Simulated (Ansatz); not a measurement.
# HfO2: the cost of one run

Program: Ansatz 0.2.0. PAW datasets, plane waves, zero pressure. Calculated at 0 K for a non-magnetic cell.

## Step 1: The cell

This is the cell as the run starts from it, not yet at rest; its lengths are not the crystal's.

The symmetry is P4_2/nmc (No. 137, tetragonal); conventional cell a = 3.558 Å, c = 5.172 Å, 10.91 Å³ an atom. Around Hf lie 4 O at 2.05 Å; around O lie 2 Hf at 2.05 Å.

Coordinates:

```
CELL_PARAMETERS angstrom
3.55802 0.00000 0.00000
0.00000 3.55802 0.00000
0.00000 0.00000 5.17186
ATOMIC_POSITIONS crystal
Hf 0.50000 0.50000 0.50000
Hf 0.00000 0.00000 0.00000
O 0.00000 0.50000 0.69721
O 0.50000 0.00000 0.80279
O 0.50000 0.00000 0.30279
O 0.00000 0.50000 0.19721
```

## Step 2: Relaxing with PBE

Input file input.yaml:

```yaml
crystal:
  lattice:
    - [3.55801933, 0.0, 0.0]
    - [0.0, 3.55801933, 0.0]
    - [0.0, 0.0, 5.17186121]
  atoms:
    - { symbol: Hf, position: [0.5, 0.5, 0.5] }
    - { symbol: Hf, position: [0.0, 0.0, 0.0] }
    - { symbol: O, position: [0.0, 0.5, 0.69720788] }
    - { symbol: O, position: [0.5, 0.0, 0.80279212] }
    - { symbol: O, position: [0.5, 0.0, 0.30279212] }
    - { symbol: O, position: [0.0, 0.5, 0.19720788] }
kpoints:
  mp_grid: { grid: [6, 6, 4] }
hamiltonian:
  xc: pbe
scf:
  occupations: { method: fermi_dirac, width: 0.02 }
relax:
  f_tol: 0.005
  cell: {}
```

Run with:

```sh
> ansatz run input.yaml --threads 4 --pin off --max-ram 7372MiB --backend cpu --events-out ev --progress --plain --runs-dir out
```

**Question.** How long does this run take on 4 threads of Intel Xeon at 2.50GHz (Skylake/Cascade Lake), shared host, and how much memory does it need?

About 64 s, with a peak of 0.47 GiB.
